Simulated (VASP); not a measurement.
# InP: how cutoff and mesh change the relaxed cell, part 2 of 2

Aim: test the relaxed volume of InP against cutoff and mesh. The starting structure is a measured crystal structure from the Crystallography Open Database. The first relaxation on each setting starts from this cell expanded by 3 % in volume.

VASP 6.6.1.

Results so far: reference 25.40 Å³ an atom; a cutoff of 260 eV 25.33 Å³ an atom; a 4×4×4 mesh 25.47 Å³ an atom.

### Step 5. Relaxation with a cutoff of 600 eV

Level of this step: PBEsol; plane waves and PAW (In_d, P) (VASP).

Against step 2 the input has ENCUT = 600. This run starts from the cell of an earlier relaxation, which isn't shown; the restart sets up the plane waves anew.

INCAR reads:

```
SYSTEM = InP
PREC = Accurate
ENCUT = 600
EDIFF = 1E-06
NELM = 100
ISMEAR = 0
SIGMA = 0.03
LREAL = .FALSE.
ALGO = Normal
GGA = PS
NBANDS = 15
LORBIT = 11
LWAVE = .FALSE.
LCHARG = .FALSE.
KPAR = 8
IBRION = 2
NSW = 50
ISIF = 3
EDIFFG = -0.006
```

POSCAR reads:

```
InP
1.0
    0.0000000000      2.9395102987      2.9395102987
    2.9395102987      0.0000000000      2.9395102987
    2.9395102987      2.9395102987      0.0000000000
In P
1 1
Direct
    0.0000000000      0.0000000000      0.0000000000
    0.7500000000      0.7500000000      0.7500000000
```

KPOINTS reads:

```
Automatic mesh
0
Gamma
6 6 6
0 0 0
```

Potentials, in the order of the species: In_d and P (PBE family, release 64).

On the command line:

```
$ mpirun -np 8 vasp_std
```

Log:

```text
[... set-up lines as in an earlier step ...]
 entering main loop
       N       E                     dE             d eps       ncg     rms          rms(c)
DAV:   1     0.119316988260E+03    0.11932E+03   -0.91336E+03   487   0.145E+03
DAV:   2    -0.128012156194E+01   -0.12060E+03   -0.11545E+03   501   0.328E+02
DAV:   3    -0.932220155972E+01   -0.80421E+01   -0.79879E+01   613   0.827E+01
DAV:   4    -0.953963226853E+01   -0.21743E+00   -0.21732E+00   573   0.144E+01
[...]
DAV:  10    -0.914265548171E+01   -0.51471E-04   -0.16027E-04   740   0.126E-01    0.108E-01
DAV:  11    -0.914268329110E+01   -0.27809E-04   -0.36404E-05   594   0.661E-02    0.273E-02
DAV:  12    -0.914268273415E+01    0.55696E-06   -0.65165E-06   627   0.405E-02
   1 F= -.91426827E+01 E0= -.91426827E+01  d E =-.914268E+01
[...]
reached required accuracy - stopping structural energy minimisation
```

Elapsed: 3.6 s, on 8 MPI ranks of AMD EPYC 9R45, shared host; peak memory 1.5 GiB; 22 s of CPU time.

From OUTCAR (step 5):

```text
  Total       -0.0043276     -0.0043276     -0.0043276      0.0000000      0.0000000      0.0000000
  in kB       -0.1364900     -0.1364900     -0.1364900      0.0000000      0.0000000      0.0000000
  external PRESSURE =      -0.1364900 kB  Pullay stress =       0.0000000 kB

 POSITION                                       TOTAL-FORCE (eV/Angst)
 -----------------------------------------------------------------------------------
      0.00000      0.00000      0.00000         0.000000      0.000000      0.000000
      4.40927      4.40927      4.40927        -0.000000     -0.000000     -0.000000
 -----------------------------------------------------------------------------------
    total drift:                                0.000000      0.000000      0.000000

  FREE ENERGIE OF THE ION-ELECTRON SYSTEM (eV)
  ---------------------------------------------------
  free  energy   TOTEN  =        -9.1426827341 eV

  energy  without entropy=       -9.1426827341  energy(sigma->0) =       -9.14268273

[... 2 parts as in an earlier step ...]

[... 2 further parts left out ...]
[key lines of the parts left out:]
E-fermi :   5.1349
```

With a cutoff of 600 eV the cell ends at 25.399 Å³ an atom, +0.01 % from the reference; the bulk modulus is 66.9 GPa against 67.0 GPa.

### Step 6. Relaxation with a 10×10×10 mesh

Against step 2 the input has a 10×10×10 mesh. This run starts from the cell of an earlier relaxation, which isn't shown; the restart sets up the plane waves anew.

Changes to INCAR since step 5:

```diff
@@ -2,3 +2,3 @@
 PREC = Accurate
-ENCUT = 600
+ENCUT = 450
 EDIFF = 1E-06
```

POSCAR reads:

```
InP
1.0
    0.0000000000      2.9395508448      2.9395508448
    2.9395508448      0.0000000000      2.9395508448
    2.9395508448      2.9395508448      0.0000000000
In P
1 1
Direct
    0.0000000000      0.0000000000      0.0000000000
    0.7500000000      0.7500000000      0.7500000000
```

KPOINTS reads:

```
Automatic mesh
0
Gamma
10 10 10
0 0 0
```

On the command line:

```
$ mpirun -np 8 vasp_std
```

Log:

```text
[... set-up lines as in an earlier step ...]
 entering main loop
       N       E                     dE             d eps       ncg     rms          rms(c)
DAV:   1     0.105070002839E+03    0.10507E+03   -0.77470E+03  1410   0.120E+03
DAV:   2    -0.253810523429E+01   -0.10761E+03   -0.10372E+03  1543   0.286E+02
DAV:   3    -0.937225015726E+01   -0.68341E+01   -0.68033E+01  1844   0.745E+01
DAV:   4    -0.954910226496E+01   -0.17685E+00   -0.17680E+00  1823   0.133E+01
[...]
DAV:  10    -0.915611870243E+01   -0.41135E-04   -0.15759E-04  2204   0.119E-01    0.106E-01
DAV:  11    -0.915614333096E+01   -0.24629E-04   -0.27357E-05  1726   0.564E-02    0.148E-02
DAV:  12    -0.915614348064E+01   -0.14968E-06   -0.73433E-06  1900   0.476E-02
   1 F= -.91561435E+01 E0= -.91561435E+01  d E =-.915614E+01
[...]
reached required accuracy - stopping structural energy minimisation
```

Run time: 3.8 s. Hardware: 8 MPI ranks; peak memory 1.3 GiB.

From OUTCAR (step 6):

```text
  Total       -0.0009835     -0.0009835     -0.0009835      0.0000000     -0.0000000      0.0000000
  in kB       -0.0310171     -0.0310171     -0.0310171      0.0000000     -0.0000000      0.0000000
  external PRESSURE =      -0.0310171 kB  Pullay stress =       0.0000000 kB

 POSITION                                       TOTAL-FORCE (eV/Angst)
 -----------------------------------------------------------------------------------
      0.00000      0.00000      0.00000        -0.000000     -0.000000     -0.000000
      4.40933      4.40933      4.40933         0.000000      0.000000      0.000000
 -----------------------------------------------------------------------------------
    total drift:                               -0.000000     -0.000000     -0.000000

  FREE ENERGIE OF THE ION-ELECTRON SYSTEM (eV)
  ---------------------------------------------------
  free  energy   TOTEN  =        -9.1561434806 eV

  energy  without entropy=       -9.1561434806  energy(sigma->0) =       -9.15614348

[... 1 part as in an earlier step ...]

[... 3 further parts left out ...]
[key lines of the parts left out:]
E-fermi :   5.1420
```

With a 10×10×10 mesh the cell ends at 25.401 Å³ an atom, +0.01 % from the reference; the bulk modulus is 66.7 GPa against 67.0 GPa.

### Step 7. All runs side by side

| run | volume (Å³/atom) | change (%) | bulk modulus (GPa) | pressure left (GPa) | core minutes |
| --- | --- | --- | --- | --- | --- |
| reference | 25.397 | - | 67.0 | 0.0 | 1.01 |
| a cutoff of 260 eV | 25.33 | -0.27 | 67.5 | -0.03 | 0.587 |
| a 4×4×4 mesh | 25.471 | 0.29 | 67.0 | -0.01 | 0.8 |
| a cutoff of 600 eV | 25.399 | 0.01 | 66.9 | -0.01 | 1.52 |
| a 10×10×10 mesh | 25.401 | 0.01 | 66.7 | 0.0 | 1.55 |

Core minutes are wall time times ranks, summed over the relaxations behind a row (those for a bulk modulus apart), on shared hosts.

### Step 8. Outcome

```json
{
  "volume of the reference": "25.40 Å³/atom",
  "volume against the reference, a cutoff of 260 eV": "-0.27 %",
  "volume against the reference, a 4×4×4 mesh": "+0.29 %",
  "volume against the reference, a cutoff of 600 eV": "+0.01 %",
  "volume against the reference, a 10×10×10 mesh": "+0.01 %"
}
```

The volume moves most with a 4×4×4 mesh: +0.29 % against the reference (450 eV, 6×6×6 mesh). On finer settings it changes by +0.01 % with a cutoff of 600 eV and +0.01 % with a 10×10×10 mesh. The relaxations stop with up to 0.03 GPa left, which at the bulk modulus found here is 0.04 % of the volume. A cell that shrinks at the lower cutoff is the usual mark of Pulay stress, the error that a plane-wave basis makes when it is kept while the volume changes. The bulk modulus stays within 2 %. Further runs on this material are not shown.

[Lines on the potential files, build, host, timing and source positions are cut from VASP's logs without a mark.]

[Logs are printed without paths, hosts, clocks, repeated set-up lines and the standing remarks that a program may print on its own settings, such as how far it seeks lower states.]

[Hosts, paths, dates, database ids (printed as entryN), source tags and the programs' standing remarks are cut or masked in the printed files.]
